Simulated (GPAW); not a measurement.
# free-standing square Cr monolayer, spacing 2.867 A: parallel, opposed and spinless runs

Aim: find out whether free-standing square Cr monolayer, spacing 2.867 A carries moments, and which collinear order costs least.

Method: PBE; plane waves with GPAW's PAW setups, scalar-relativistic, in GPAW 26.7.0.

Most raw output is cut from this account.

### 1. The structure

The cell holds 1 atom: 1 Cr. Cell: a = 2.867 Å, b = 2.867 Å, c = 14.000 Å, α = 90.0°, β = 90.0°, γ = 90.0°. model lattice. Vacuum lies along c.

### 2. Order 1, typed as ferro +

Parallel moments need no larger cell; this start tests for a ferromagnetic state only.

The input, order1.py:

```python
import json
import numpy as np
from ase import Atoms
from ase.parallel import paropen, parprint
from gpaw import GPAW

atoms = Atoms(['Cr'],
    cell=[[2.867, 0.0, 0.0],
         [0.0, 2.867, 0.0],
         [0.0, 0.0, 14.0]],
    scaled_positions=[[0.0, 0.0, 0.5]],
    pbc=True,
    magmoms=[2.5])
atoms.calc = GPAW(mode={'name': 'pw', 'ecut': 550},
    xc='PBE',
    kpts={'size': (10, 10, 1), 'gamma': True},
    occupations={'name': 'fermi-dirac', 'width': 0.05},
    convergence={'density': 1e-06, 'energy': 1e-05},
    maxiter=200,
    mixer={'name': 'pulay', 'beta': 0.05, 'nmaxold': 6, 'weight': 100},
    symmetry={'tolerance': 1e-4},
    txt='order1.txt')
e = atoms.get_potential_energy(force_consistent=True)
res = {'free_energy': e, 'energy_sigma0': atoms.get_potential_energy(), 'fermi_energy': atoms.calc.get_fermi_level()}
res['moments'] = atoms.get_magnetic_moments().tolist()
res['total'] = atoms.get_magnetic_moment()
parprint('site moments (muB):', np.round(res['moments'], 3))
parprint(f"total moment: {res['total']:.3f} muB")
parprint(f'free energy: {e:.6f} eV')
atoms.calc.write('order1.gpw')
with paropen('results.json', 'w') as f:
    json.dump(res, f)
```

Started as:

```sh
$ OMP_NUM_THREADS=1 python3 order1.py > order1.log
```

It took 54 s on 1 MPI rank of Intel Xeon Platinum 8559C (Emerald Rapids), shared host; peak memory 0.2 GiB.

Read from the output:

| Property | Result |
| --- | --- |
| magnetization | 4.961 μB |
| final state | ferromagnetic |
| largest moment | 3.866 μB |

After 73 cycles the largest moment stands at 3.87 μB.

### 3. Run 2 (antiferro q=(0,1/2,0) +-)

An opposed order shows whether the pairs that it reverses prefer unlike signs.

The cell is doubled to 2 atoms to hold this order. Its mesh is chosen so that both cells sample the same points.

order2.py is the script of step 2 with these lines changed:

```diff
@@ -6,12 +6,13 @@
 
-atoms = Atoms(['Cr'],
+atoms = Atoms(['Cr', 'Cr'],
     cell=[[2.867, 0.0, 0.0],
-         [0.0, 2.867, 0.0],
+         [0.0, 5.734, 0.0],
          [0.0, 0.0, 14.0]],
-    scaled_positions=[[0.0, 0.0, 0.5]],
+    scaled_positions=[[0.0, 0.0, 0.5],
+         [0.0, 0.5, 0.5]],
     pbc=True,
-    magmoms=[2.5])
+    magmoms=[2.5, -2.5])
 atoms.calc = GPAW(mode={'name': 'pw', 'ecut': 550},
     xc='PBE',
-    kpts={'size': (10, 10, 1), 'gamma': True},
+    kpts={'size': (10, 5, 1), 'gamma': True},
     occupations={'name': 'fermi-dirac', 'width': 0.05},
@@ -21,3 +22,3 @@
     symmetry={'tolerance': 1e-4},
-    txt='order1.txt')
+    txt='order2.txt')
 e = atoms.get_potential_energy(force_consistent=True)
@@ -29,3 +30,3 @@
 parprint(f'free energy: {e:.6f} eV')
-atoms.calc.write('order1.gpw')
+atoms.calc.write('order2.gpw')
 with paropen('results.json', 'w') as f:
```

Started as:

```sh
$ OMP_NUM_THREADS=1 python3 order2.py > order2.log
```

Wall time 76 s (1 MPI rank); peak memory 0.28 GiB.

This step gave:

- magnetization: 0 μB
- final state: antiferromagnetic
- largest moment: 3.773 μB

It lies 334 meV a seeded atom under the first start, and its largest moment is 3.77 μB against 3.87 μB.

### 4. Order 3, typed as antiferro q=(1/2,1/2,0) +-

Reversing part of the moments tests the sign of the couplings between them.

The cell is doubled to 2 atoms to hold this order. Its mesh is chosen so that both cells sample the same points.

order3.py is the script of step 3 with these lines changed:

```diff
@@ -7,7 +7,7 @@
 atoms = Atoms(['Cr', 'Cr'],
-    cell=[[2.867, 0.0, 0.0],
-         [0.0, 5.734, 0.0],
+    cell=[[5.734, 0.0, 0.0],
+         [2.867, 2.867, 0.0],
          [0.0, 0.0, 14.0]],
     scaled_positions=[[0.0, 0.0, 0.5],
-         [0.0, 0.5, 0.5]],
+         [0.5, 0.0, 0.5]],
     pbc=True,
@@ -16,3 +16,3 @@
     xc='PBE',
-    kpts={'size': (10, 5, 1), 'gamma': True},
+    kpts={'size': (5, 10, 1), 'gamma': True},
     occupations={'name': 'fermi-dirac', 'width': 0.05},
@@ -22,3 +22,3 @@
     symmetry={'tolerance': 1e-4},
-    txt='order2.txt')
+    txt='order3.txt')
 e = atoms.get_potential_energy(force_consistent=True)
@@ -30,3 +30,3 @@
 parprint(f'free energy: {e:.6f} eV')
-atoms.calc.write('order2.gpw')
+atoms.calc.write('order3.gpw')
 with paropen('results.json', 'w') as f:
```

Started as:

```sh
$ OMP_NUM_THREADS=1 python3 order3.py > order3.log
```

The job ended after 87 s (1 MPI rank; peak memory 0.36 GiB).

Spin moment in the augmentation sphere by atom:

```
atom  spin moment in the augmentation sphere (μB)
 Cr1                                         3.65
 Cr2                                        -3.65
```

This step gave:

- magnetization: 0 μB
- final state: antiferromagnetic

It lies 445 meV a seeded atom under the first start, and its largest moment is 3.65 μB against 3.87 μB.

### 5. Order 4, typed as no spin polarisation

A run without seeds gives the energy of the state without moments.

The input, nospin.py:

```python
import json
import numpy as np
from ase import Atoms
from ase.parallel import paropen, parprint
from gpaw import GPAW

atoms = Atoms(['Cr'],
    cell=[[2.867, 0.0, 0.0],
         [0.0, 2.867, 0.0],
         [0.0, 0.0, 14.0]],
    scaled_positions=[[0.0, 0.0, 0.5]],
    pbc=True)
atoms.calc = GPAW(mode={'name': 'pw', 'ecut': 550},
    xc='PBE',
    kpts={'size': (10, 10, 1), 'gamma': True},
    occupations={'name': 'fermi-dirac', 'width': 0.05},
    convergence={'density': 1e-06, 'energy': 1e-05},
    maxiter=200,
    mixer={'name': 'pulay', 'beta': 0.05, 'nmaxold': 6, 'weight': 100},
    symmetry={'tolerance': 1e-4},
    txt='nospin.txt')
e = atoms.get_potential_energy(force_consistent=True)
res = {'free_energy': e, 'energy_sigma0': atoms.get_potential_energy(), 'fermi_energy': atoms.calc.get_fermi_level()}
parprint(f'free energy: {e:.6f} eV')
atoms.calc.write('nospin.gpw')
with paropen('results.json', 'w') as f:
    json.dump(res, f)
```

Started as:

```sh
$ OMP_NUM_THREADS=1 python3 nospin.py > nospin.log
```

It took 12 s on 1 MPI rank; peak memory 0.17 GiB.

Numbers from this step:

```
final state : non-magnetic (no spin polarisation)
```

It lies 1612 meV a seeded atom over the first start.

### 6. Another try

An input with a fault is tried, to see how the program answers.

The input, run.py:

```python
import json
import numpy as np
from ase import Atoms
from ase.parallel import paropen, parprint
from gpaw import GPAW

atoms = Atoms(['Cr'],
    cell=[[2.867, 0.0, 0.0],
         [0.0, 2.867, 0.0],
         [0.0, 0.0, 14.0]],
    scaled_positions=[[0.0, 0.0, 0.5]],
    pbc=True,
    magmoms=[2.5])
atoms.calc = GPAW(mode={'name': 'pw', 'ecut': 550},
    xc='PBE',
    kpts={'size': (1, 1, 1), 'gamma': True},
    occupations={'name': 'fermi-dirac', 'width': 0.05},
    convergence={'density': 1e-06, 'energy': 1e-05},
    maxiter=60,
    mixer={'name': 'pulay', 'beta': 0.05, 'nmaxold': 6, 'weight': 100},
    symmetry={'tolerance': 1e-4},
    txt='run.txt')
e = atoms.get_potential_energy(force_consistent=True)
res = {'free_energy': e, 'energy_sigma0': atoms.get_potential_energy(), 'fermi_energy': atoms.calc.get_fermi_level()}
res['moments'] = atoms.get_magnetic_moments().tolist()
res['total'] = atoms.get_magnetic_moment()
parprint('site moments (muB):', np.round(res['moments'], 3))
parprint(f"total moment: {res['total']:.3f} muB")
parprint(f'free energy: {e:.6f} eV')
atoms.calc.write('run.gpw')
with paropen('results.json', 'w') as f:
    json.dump(res, f)
```

Started as:

```sh
$ OMP_NUM_THREADS=1 python3 run.py > run.log
```

Run time: 10 s. Hardware: 1 MPI rank; peak memory 0.16 GiB.

Convergence was reached, yet the input spoils the result.

The fault in the input: one k-point for a small cell.

The largest moment is 3.47 μB against 3.87 μB in the first run, and the free energy lies -4.09 eV from it.

A single point can't sample the zone of a small cell; the mesh must follow the cell's size.

### 7. Ranking

These are free energies at a smearing of 0.05 eV, so its entropy term is in the differences. They are divided by the number of seeded atoms, so that cells of unlike size compare. Wavevectors q in the names are fractions of the reciprocal vectors of the first run's cell.

Orders:

```csv
start,final state,typed order kept,energy over the lowest (meV a seeded atom),largest site moment (μB),net moment (μB a primitive cell),mesh matched,CPU time (s)
ferro +,ferromagnetic,yes,444.9,3.866,4.961,yes,53.94
"antiferro q=(0,1/2,0) +-",antiferromagnetic,yes,111,3.773,0,yes,76.07
"antiferro q=(1/2,1/2,0) +-",antiferromagnetic,yes,0,3.655,0,yes,86.73
no spin polarisation,non-magnetic,-,2057,0,0,yes,12.4
```

### 8. Summary of results

```json
{
  "lowest state found": "antiferromagnetic (typed antiferro q=(1/2,1/2,0) +-)",
  "largest site moment": "3.65 μB",
  "next state": "antiferromagnetic, 111 meV a seeded atom higher",
  "energy gained by spin polarisation": "2057 meV a seeded atom"
}
```

The lowest state found is antiferromagnetic, reached from the start antiferro q=(1/2,1/2,0) +-, with moments up to 3.65 μB. The next state costs 111 meV a seeded atom. Only 4 starts are shown; other collinear patterns, canted and longer-period orders are not.

[Logs and program files are shortened in this print: banners, set-up blocks, solver, clock and traceback lines can be left out without a mark of their own.]

[Logs are printed without paths, hosts, clocks, repeated set-up lines and the standing remarks that a program may print on its own settings, such as how far it seeks lower states.]

[Hosts, paths, dates, database ids (printed as entryN), source tags and the programs' standing remarks are cut or masked in the printed files.]

[Where a cell is said to come from a database of computed structures, the database is the Materials Project.]
